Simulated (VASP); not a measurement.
# Au (Fm-3m) in VASP: optical spectrum with PBE

Aim: the optical spectrum of Au with PBE.

All numbers are computed with VASP 6.6.1; they aren't measurements. Logs are shortened: lines on timing, memory, paths and dates and some standing lists are left out, and cuts for length are marked.

## (1) The crystal as given

The structure is cubic, space group Fm-3m (No. 225). The conventional cell has a = 4.079 Å, b = 4.079 Å, c = 4.079 Å, α = 90.00°, β = 90.00°, γ = 90.00°. Around Au (site symmetry m-3m) lie 12 Au at 2.88 Å.

## (2) Optical spectrum, PBE, non-collinear spin, zero start, spin-orbit coupling

File INCAR:

```
PREC     = Accurate       # precision mode
ENCUT    = 520            # plane-wave cutoff, eV
EDIFF    = 1E-6           # SCF threshold, eV
ISMEAR   = -1             # smearing method
SIGMA    = 0.05           # smearing width, eV
LREAL    = False          # projectors in reciprocal space
LASPH    = True           # aspherical terms in the spheres
NELM     = 80             # most SCF steps
ALGO     = Fast           # electronic algorithm
ISIF     = 2              # what is computed and relaxed
LWAVE    = False          # write WAVECAR
LCHARG   = False          # write CHGCAR
MAGMOM   = 0 0 0          # initial moments
LORBIT   = 11             # projections on sites
LSORBIT  = True           # spin-orbit coupling
GGA_COMPAT= False        
LMAXMIX  = 4              # l up to which the mixer works
GGA      = PE             # functional
LOPTICS  = True           # frequency-dependent dielectric function
NBANDS   = 75             # bands
NEDOS    = 1000           # points of the DOS
CSHIFT   = 0.1
```

File KPOINTS:

```
Automatic mesh
0
Gamma
  16 16 16
```

File POSCAR:

```
Au
1.0
    0.0000000000      2.0395000000      2.0395000000
    2.0395000000      0.0000000000      2.0395000000
    2.0395000000      2.0395000000      0.0000000000
Au
1
Direct
    0.0000000000      0.0000000000      0.0000000000
```

Potentials or basis: VASP PAW PBE potentials, release 64 (Au).

Run with:

```console
cat potpaw_PBE.64/Au/POTCAR > POTCAR
mpirun -np 1 vasp_ncl > vasp.out
```

OUTCAR:

```text
PREC = Accurate
   ENCUT = 520
   EDIFF = 1E-6
   ISMEAR = -1
   LREAL = False
   LASPH = True
   NELM = 80
   ISIF = 2
   LORBIT = 11
   LSORBIT = True
   GGA = PE

 ion  position               nearest neighbor table
   1  0.000  0.000  0.000-

  LATTYP: Found a face centered cubic cell.
 ALAT       =     4.0790000000

  Lattice vectors:

 A1 = (   0.0000000000,   2.0395000000,   2.0395000000)
 A2 = (   2.0395000000,   0.0000000000,   2.0395000000)
 A3 = (   2.0395000000,   2.0395000000,   0.0000000000)

Analysis of symmetry for initial positions (statically):
=====================================================================
 Subroutine PRICEL returns:
 Original cell was already a primitive cell.

 Routine SETGRP: Setting up the symmetry group for a
 face centered cubic supercell.

 Subroutine GETGRP returns: Found 48 space group operations
 (whereof 48 operations were pure point group operations)
 out of a pool of 48 trial point group operations.

The static configuration has the point symmetry O_h .

Analysis of symmetry for dynamics (positions and initial velocities):
=====================================================================
 Subroutine PRICEL returns:
 Original cell was already a primitive cell.

 Routine SETGRP: Setting up the symmetry group for a
 face centered cubic supercell.

 Subroutine GETGRP returns: Found 48 space group operations
 (whereof 48 operations were pure point group operations)
 out of a pool of 48 trial point group operations.

The dynamic configuration has the point symmetry O_h .

Analysis of structural, dynamic, and magnetic symmetry:
=====================================================================
 Subroutine PRICEL returns:
 Original cell was already a primitive cell.

 Routine SETGRP: Setting up the symmetry group for a
 face centered cubic supercell.

 Subroutine GETGRP returns: Found 48 space group operations
[... 829 lines left out ...]
     0.00000    -0.00000    -0.00000    -0.00000     0.00000     0.00000     0.00000
     1.04378     0.05514     0.05514     0.05514    -0.00000     0.00000     0.00000
     2.08756     9.58771     9.58771     9.58771    -0.00000     0.00000     0.00000
     3.13134     6.36929     6.36929     6.36929     0.00000     0.00000     0.00000
     4.17512     5.67972     5.67972     5.67972     0.00000     0.00000    -0.00000
     5.21890     4.34792     4.34792     4.34792     0.00000    -0.00000     0.00000
[... 92 lines left out ...]
   102.29036     0.00000     0.00000     0.00000    -0.00000     0.00000     0.00000
   103.33414     0.00000     0.00000     0.00000    -0.00000     0.00000     0.00000

  frequency dependent      REAL DIELECTRIC FUNCTION (independent particle, no local field effects) density-density
     E(ev)        X           Y           Z          XY          YZ          ZX
  --------------------------------------------------------------------------------------------------------------
     0.00000     9.68715     9.68715     9.68715    -0.00000    -0.00000     0.00000
     1.04378    10.60097    10.60097    10.60097    -0.00000    -0.00000     0.00000
     2.08756    15.98308    15.98308    15.98308    -0.00000    -0.00000     0.00000
     3.13134     7.94870     7.94870     7.94870     0.00000     0.00000     0.00000
     4.17512     4.96163     4.96163     4.96163     0.00000     0.00000     0.00000
     5.21890     2.88135     2.88135     2.88135     0.00000     0.00000    -0.00000
[... 92 lines left out ...]
   102.29036     0.86916     0.86916     0.86916    -0.00000    -0.00000    -0.00000
   103.33414     0.87224     0.87224     0.87224    -0.00000    -0.00000    -0.00000

  frequency dependent IMAGINARY DIELECTRIC FUNCTION (independent particle, no local field effects) current-current
     E(ev)      X         Y         Z        XY        YZ        ZX
  --------------------------------------------------------------------------------------------------------------
     0.00000     0.00000     0.00000     0.00000     0.00000     0.00000    -0.00000
     1.04378     0.05209     0.05209     0.05209    -0.00000    -0.00000    -0.00000
     2.08756    10.05343    10.05343    10.05343     0.00000    -0.00000    -0.00000
     3.13134     6.36839     6.36839     6.36839    -0.00000    -0.00000     0.00000
     4.17512     5.77230     5.77230     5.77230     0.00000    -0.00000    -0.00000
     5.21890     4.33454     4.33454     4.33454    -0.00000    -0.00000    -0.00000
[... 92 lines left out ...]
   102.29036     0.00000     0.00000     0.00000     0.00000    -0.00000    -0.00000
   103.33414     0.00000     0.00000     0.00000     0.00000    -0.00000    -0.00000

  frequency dependent      REAL DIELECTRIC FUNCTION (independent particle, no local field effects) current-current
     E(ev)        X           Y           Z          XY          YZ          ZX
  --------------------------------------------------------------------------------------------------------------
     0.00000     9.69162     9.69162     9.69162    -0.00000    -0.00000     0.00000
     1.04378    10.58867    10.58867    10.58867    -0.00000    -0.00000     0.00000
     2.08756    15.05987    15.05987    15.05987    -0.00000    -0.00000     0.00000
     3.13134     7.54454     7.54454     7.54454    -0.00000    -0.00000    -0.00000
     4.17512     4.67821     4.67821     4.67821     0.00000     0.00000     0.00000
     5.21890     2.70922     2.70922     2.70922     0.00000     0.00000     0.00000
[... 92 lines left out ...]
   102.29036     0.86916     0.86916     0.86916     0.00000     0.00000     0.00000
   103.33414     0.87224     0.87224     0.87224     0.00000     0.00000     0.00000

 Spin-Orbit-Coupling matrix elements

 Ion:    1  E_soc:     -0.5868462
 l=   1
     0.0000000    -0.0265767    -0.0265767
    -0.0265767     0.0000000    -0.0265767
    -0.0265767    -0.0265767     0.0000000
 l=   2
     0.0000000    -0.0155569     0.0000000    -0.0155569    -0.0556741
    -0.0155569     0.0000000    -0.0417556    -0.0155569    -0.0139185
     0.0000000    -0.0417556     0.0000000    -0.0417556     0.0000000
    -0.0155569    -0.0155569    -0.0417556     0.0000000    -0.0139185
    -0.0556741    -0.0139185     0.0000000    -0.0139185     0.0000000
 l=   3
     0.0000000     0.0000000     0.0000000     0.0000000     0.0000000     0.0000000     0.0000000
     0.0000000     0.0000000     0.0000000     0.0000000     0.0000000     0.0000000     0.0000000
     0.0000000     0.0000000     0.0000000     0.0000000     0.0000000     0.0000000     0.0000000
     0.0000000     0.0000000     0.0000000     0.0000000     0.0000000     0.0000000     0.0000000
     0.0000000     0.0000000     0.0000000     0.0000000     0.0000000     0.0000000     0.0000000
     0.0000000     0.0000000     0.0000000     0.0000000     0.0000000     0.0000000     0.0000000
     0.0000000     0.0000000     0.0000000     0.0000000     0.0000000     0.0000000     0.0000000

 total charge

# of ion       s       p       d       tot
------------------------------------------
    1        0.543   0.375   8.744   9.662

 magnetization (x)

# of ion       s       p       d       tot
------------------------------------------
    1        0.000  -0.000  -0.000   0.000

 magnetization (y)

# of ion       s       p       d       tot
------------------------------------------
    1       -0.000  -0.000  -0.000  -0.000

 magnetization (z)

# of ion       s       p       d       tot
------------------------------------------
    1       -0.000   0.000   0.000  -0.000
```

OSZICAR:

```text
N       E                     dE             d eps       ncg     rms          rms(c)
DAV:   1     0.103604715436E+03    0.10360E+03   -0.33509E+03 21750   0.281E+02
DAV:   2     0.311099583002E+01   -0.10049E+03   -0.86222E+02 25668   0.118E+02
DAV:   3    -0.375771223958E+01   -0.68687E+01   -0.67091E+01 26512   0.304E+01
DAV:   4    -0.377441283338E+01   -0.16701E-01   -0.16690E-01 24686   0.132E+00
DAV:   5    -0.377441773816E+01   -0.49048E-05   -0.49049E-05 24987   0.273E-02    0.110E+01
RMM:   6    -0.351067764284E+01    0.26374E+00   -0.45157E-02 22726   0.698E-01    0.683E+00
RMM:   7    -0.348897491414E+01    0.21703E-01   -0.67918E-03 24183   0.288E-01    0.330E+00
RMM:   8    -0.348676759555E+01    0.22073E-02   -0.15509E-04 26421   0.485E-02    0.145E+00
RMM:   9    -0.348644261511E+01    0.32498E-03   -0.34828E-05 27338   0.207E-02    0.107E-01
RMM:  10    -0.348644220688E+01    0.40823E-06   -0.94776E-07 27000   0.393E-03
   1 F= -.34864422E+01 E0= -.34852284E+01  d E =-.242754E-02  mag=     0.0000    -0.0000    -0.0000
 imaginary and real dielectric function
```

stdout:

```text
POSCAR found type information on POSCAR Au
 POSCAR found :  1 types and       1 ions
 scaLAPACK will be used
 LDA part: xc-table for (Slater+PW92), standard interpolation
 POSCAR, INCAR and KPOINTS ok, starting setup
 FFT: planning ... GRIDC
 FFT: planning ... GRID_SOFT
 FFT: planning ... GRID
 WAVECAR not read
 entering main loop
 optical routines
 imaginary and real dielectric function
 recalculating local potential from charge density
 direction            1
 direction            2
 direction            3
```

It took 3.7 min on 1 thread of AMD EPYC 9R14 (Zen 4), shared host; peak memory 0.44 GiB.

What came out:

```
Free energy                                           : -3.4864 eV
Pressure                                              : 8.1 GPa
Net moment                                            : 0.00 μB per cell
Valence electrons inside the program's atomic spheres : Au 9.66
```

Dielectric function (mean over the directions given):
| energy (eV) | real part | imaginary part |
| --- | --- | --- |
| 0.31 | 9.76 | 0.00 |
| 1.25 | 11.14 | 0.00 |
| 2.30 | 9.99 | 18.15 |
| 3.34 | 7.96 | 10.64 |
| 4.38 | 4.13 | 7.11 |
| 5.43 | 3.33 | 3.85 |
| 6.47 | 3.00 | 6.07 |
| 7.52 | 1.95 | 5.57 |
| 8.56 | 1.25 | 5.10 |
| 9.60 | 0.85 | 3.13 |
| 10.54 | 1.23 | 3.31 |
| 11.59 | 1.49 | 2.46 |
| 12.63 | 1.29 | 2.37 |
| 13.67 | 1.24 | 1.97 |
| 14.72 | 0.75 | 1.25 |
| 15.76 | 0.97 | 2.03 |
| 16.80 | 1.39 | 1.77 |
| 17.85 | 1.65 | 1.66 |
| 18.89 | 1.47 | 2.49 |
| 19.94 | 0.73 | 2.25 |

Moments on the atoms (μB; x, y, z):
```
Au  0.00 0.00 0.00
```

Caveat: independent-particle spectra lack excitons.
